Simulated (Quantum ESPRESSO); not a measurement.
# TaN (P-6m2) in Quantum ESPRESSO: equation of state, part 2 of 2

Quantum ESPRESSO 7.5. The steps go on from the part before.

### Step 3. Single point, PBE, 10.34 Å³/atom

pw.in

```
&CONTROL
  calculation = 'scf'
  prefix = 'pwscf'
  outdir = './tmp'
  pseudo_dir = './pseudo'
  tprnfor = .true.
  tstress = .true.
  disk_io = 'nowf'
/
&SYSTEM
  ibrav = 0
  nat = 2
  ntyp = 2
  ecutwfc = 60
  ecutrho = 480
  nbnd = 15
  occupations = 'smearing'
  smearing = 'fd'
  degauss = 0.00367493
/
&ELECTRONS
  conv_thr = 4d-10
  electron_maxstep = 120
  mixing_beta = 0.5
/
ATOMIC_SPECIES
Ta   180.9479 Ta_pbe_v1.uspp.F.UPF
N     14.0070 N.pbe-n-radius_5.UPF
CELL_PARAMETERS angstrom
   2.8982924298    0.0000000000    0.0000000000
  -1.4491462149    2.5099948717    0.0000000000
   0.0000000000    0.0000000000    2.8440357641
ATOMIC_POSITIONS crystal
Ta     0.0000000000    0.0000000000    0.5000000000
N      0.6666666667    0.3333333333    0.0000000000
K_POINTS automatic
10 10 9 0 0 0
```

Potentials or basis: SSSP 1.3 efficiency PBE.

Started as:

```
$ OMP_NUM_THREADS=1 pw.x -in pw.in > pw.out
```

pw.out:

```text
This program is part of the open-source Quantum ESPRESSO suite
     for quantum simulation of materials; please cite
[... 6 lines left out ...]
     using ibrav=0 with symmetry is DISCOURAGED, use correct ibrav instead

     Subspace diagonalization in iterative solution of the eigenvalue problem:
     a serial algorithm will be used

     G-vector sticks info
     --------------------
     sticks:   dense  smooth     PW     G-vecs:    dense   smooth      PW
     Sum        1003     499    151                24703     8793    1533

     Using Slab Decomposition

     bravais-lattice index     =            0
     lattice parameter (alat)  =       5.4770  a.u.
     unit-cell volume          =     139.6197 (a.u.)^3
     number of atoms/cell      =            2
     number of atomic types    =            2
     number of electrons       =        18.00
     number of Kohn-Sham states=           15
     kinetic-energy cutoff     =      60.0000  Ry
     charge density cutoff     =     480.0000  Ry
     scf convergence threshold =      4.0E-10
     mixing beta               =       0.5000
     number of iterations used =            8  plain     mixing
     Exchange-correlation= PBE
                           (   1   4   3   4   0   0   0)

     celldm(1)=   5.476979  celldm(2)=   0.000000  celldm(3)=   0.000000
     celldm(4)=   0.000000  celldm(5)=   0.000000  celldm(6)=   0.000000

     crystal axes: (cart. coord. in units of alat)
               a(1) = (   1.000000   0.000000   0.000000 )
               a(2) = (  -0.500000   0.866025   0.000000 )
               a(3) = (   0.000000   0.000000   0.981280 )

[... 116 lines left out ...]

     Dense  grid:    24703 G-vectors     FFT dimensions: (  40,  40,  40)

     Smooth grid:     8793 G-vectors     FFT dimensions: (  27,  27,  27)

     Initial potential from superposition of free atoms

     starting charge      17.9989, renormalised to      18.0000

     negative rho (up, down):  9.410E-02 0.000E+00
     Starting wfcs are   17 randomized atomic wfcs

     Self-consistent Calculation

     iteration #  1     ecut=    60.00 Ry     beta= 0.50
     Davidson diagonalization with overlap
     ethr =  1.00E-02,  avg # of iterations =  3.2

     negative rho (up, down):  9.679E-02 0.000E+00
[... 67 lines left out ...]
     iteration #  9     ecut=    60.00 Ry     beta= 0.50
     Davidson diagonalization with overlap
     ethr =  3.84E-12,  avg # of iterations =  2.1

     negative rho (up, down):  1.003E-01 0.000E+00

     End of self-consistent calculation

          k = 0.0000 0.0000 0.0000 (  1117 PWs)   bands (ev):

   -47.2393 -13.5552 -13.2732 -13.2732   3.0826  16.4101  16.4101  16.7706
    18.1674  23.6562  24.9305  24.9305  25.4200  25.4200  34.4106
[... 343 lines left out ...]
   -47.0822 -14.2495 -14.0412 -13.8192   5.1914  12.7584  14.4126  17.0454
    20.6813  25.9391  26.4122  28.0564  28.8435  31.0860  33.3630

     the Fermi energy is    21.2317 ev

!    total energy              =    -162.23778376 Ry
     estimated scf accuracy    <          2.2E-11 Ry
     smearing contrib. (-TS)   =      -0.00002024 Ry
     internal energy E=F+TS    =    -162.23776352 Ry

     The total energy is F=E-TS. E is the sum of the following terms:
     one-electron contribution =      -4.15496399 Ry
     hartree contribution      =      14.58220510 Ry
     xc contribution           =     -47.94090705 Ry
     ewald contribution        =    -124.72409757 Ry

     convergence has been achieved in   9 iterations

     negative rho (up, down):  1.003E-01 0.000E+00

     Forces acting on atoms (cartesian axes, Ry/au):

     atom    1 type  1   force =     0.00000000    0.00000000    0.00000000
     atom    2 type  2   force =     0.00000000    0.00000000    0.00000000

     Total force =     0.000000     Total SCF correction =     0.000000

     Computing stress (Cartesian axis) and pressure

     negative rho (up, down):  1.003E-01 0.000E+00
          total   stress  (Ry/bohr**3)                   (kbar)     P=      203.35
   0.00131561   0.00000000   0.00000000          193.53        0.00        0.00
   0.00000000   0.00131561   0.00000000            0.00      193.53        0.00
  -0.00000000  -0.00000000   0.00151575           -0.00       -0.00      222.97

=------------------------------------------------------------------------------=
   JOB DONE.
=------------------------------------------------------------------------------=
```

Run time: 33 s. Hardware: 1 thread of Intel Xeon Platinum 8259CL at 2.50GHz (Skylake/Cascade Lake), shared host; peak memory 0.23 GiB.

What came out:

| Quantity | Value |
| --- | --- |
| Free energy | -2207.3575 eV |
| Pressure | 20.3 GPa |
| Band gap on the k mesh | none (metal or under the smearing width) |

### Step 4. Single point, PBE, 10.56 Å³/atom

Edit pw.in of step 3 so:

```diff
@@ -29,5 +29,5 @@
 CELL_PARAMETERS angstrom
-   2.8982924298    0.0000000000    0.0000000000
-  -1.4491462149    2.5099948717    0.0000000000
-   0.0000000000    0.0000000000    2.8440357641
+   2.9182812851    0.0000000000    0.0000000000
+  -1.4591406425    2.5273057282    0.0000000000
+   0.0000000000    0.0000000000    2.8636504237
 ATOMIC_POSITIONS crystal
```

Started as:

```
$ OMP_NUM_THREADS=1 pw.x -in pw.in > pw.out
```

Wall time 35 s (1 thread of Intel Xeon Platinum 8259CL at 2.50GHz (Skylake/Cascade Lake), shared host); peak memory 0.23 GiB.

It converged, with:

- Free energy: -2207.4014 eV
- Pressure: 11.9 GPa
- Band gap on the k mesh: none (metal or under the smearing width)

### Step 5. Single point, PBE, 10.78 Å³/atom

Edit pw.in of step 4 so:

```diff
@@ -29,5 +29,5 @@
 CELL_PARAMETERS angstrom
-   2.9182812851    0.0000000000    0.0000000000
-  -1.4591406425    2.5273057282    0.0000000000
-   0.0000000000    0.0000000000    2.8636504237
+   2.9380000000    0.0000000000    0.0000000000
+  -1.4690000000    2.5443826363    0.0000000000
+   0.0000000000    0.0000000000    2.8830000000
 ATOMIC_POSITIONS crystal
```

Started as:

```
$ OMP_NUM_THREADS=1 pw.x -in pw.in > pw.out
```

Run time: 33 s. Hardware: 1 thread of Intel Xeon Platinum 8259CL at 2.50GHz (Skylake/Cascade Lake), shared host; peak memory 0.24 GiB.

Results (log left out):

| Property | Result |
| --- | --- |
| Free energy | -2207.4238 eV |
| Pressure | 4.4 GPa |
| Band gap on the k mesh | none (metal or under the smearing width) |

### Step 6. Single point, PBE, 10.99 Å³/atom

Edit pw.in of step 5 so:

```diff
@@ -29,5 +29,5 @@
 CELL_PARAMETERS angstrom
-   2.9380000000    0.0000000000    0.0000000000
-  -1.4690000000    2.5443826363    0.0000000000
-   0.0000000000    0.0000000000    2.8830000000
+   2.9574575207    0.0000000000    0.0000000000
+  -1.4787287603    2.5612333435    0.0000000000
+   0.0000000000    0.0000000000    2.9020932717
 ATOMIC_POSITIONS crystal
```

Potentials or basis: SSSP 1.3 efficiency PBE.

Started as:

```
$ OMP_NUM_THREADS=1 pw.x -in pw.in > pw.out
```

It took 32 s on 1 thread of Intel Xeon Platinum 8259CL at 2.50GHz (Skylake/Cascade Lake), shared host; peak memory 0.24 GiB.

Results (log left out):

| Item | Value |
| --- | --- |
| Free energy | -2207.4269 eV |
| Pressure | -2.4 GPa |
| Band gap on the k mesh | none (metal or under the smearing width) |

### Step 7. Single point, PBE, 11.21 Å³/atom

Edit pw.in of step 6 so:

```diff
@@ -29,5 +29,5 @@
 CELL_PARAMETERS angstrom
-   2.9574575207    0.0000000000    0.0000000000
-  -1.4787287603    2.5612333435    0.0000000000
-   0.0000000000    0.0000000000    2.9020932717
+   2.9766623284    0.0000000000    0.0000000000
+  -1.4883311642    2.5778651949    0.0000000000
+   0.0000000000    0.0000000000    2.9209385612
 ATOMIC_POSITIONS crystal
```

Started as:

```
$ OMP_NUM_THREADS=1 pw.x -in pw.in > pw.out
```

It took 32 s on 1 thread of Intel Xeon Platinum 8259CL at 2.50GHz (Skylake/Cascade Lake), shared host; peak memory 0.24 GiB.

The run converged. Its results:

```yaml
Free_energy: -2207.4127 eV
Pressure: -8.6 GPa
Band_gap_on_the_k_mesh: none (metal or under the smearing width)
```

### Step 8. Single point, PBE, 11.42 Å³/atom

Edit pw.in of step 7 so:

```diff
@@ -29,5 +29,5 @@
 CELL_PARAMETERS angstrom
-   2.9766623284    0.0000000000    0.0000000000
-  -1.4883311642    2.5778651949    0.0000000000
-   0.0000000000    0.0000000000    2.9209385612
+   2.9956224723    0.0000000000    0.0000000000
+  -1.4978112361    2.5942851611    0.0000000000
+   0.0000000000    0.0000000000    2.9395437670
 ATOMIC_POSITIONS crystal
```

Started as:

```
$ OMP_NUM_THREADS=1 pw.x -in pw.in > pw.out
```

Wall time 31 s (1 thread of Intel Xeon Platinum 8259CL at 2.50GHz (Skylake/Cascade Lake), shared host); peak memory 0.25 GiB.

Results (log left out):

| Property | Result |
| --- | --- |
| Free energy | -2207.3828 eV |
| Pressure | -14.1 GPa |
| Band gap on the k mesh | none (metal or under the smearing width) |

### Step 9. Equation of state, PBE

Potentials or basis: SSSP 1.3 efficiency PBE.

This step only gathers the single runs of the series.

What came out:

```yaml
Equilibrium_volume: 10.92 Å³/atom
Bulk_modulus_at_fixed_shape_and_positions: 338 GPa
Pressure_derivative_of_the_bulk_modulus: 4.3
```

Energy against volume, from the lowest point:
| volume (Å³/atom) | energy (meV/atom) |
| --- | --- |
| 10.129 | 68.60 |
| 10.345 | 34.72 |
| 10.560 | 12.77 |
| 10.776 | 1.55 |
| 10.991 | 0.00 |
| 11.207 | 7.12 |
| 11.422 | 22.06 |

Caveat: the cell was scaled at fixed shape and fractional positions, which overstates the stiffness of a crystal with free parameters, most of all of layers and chains.
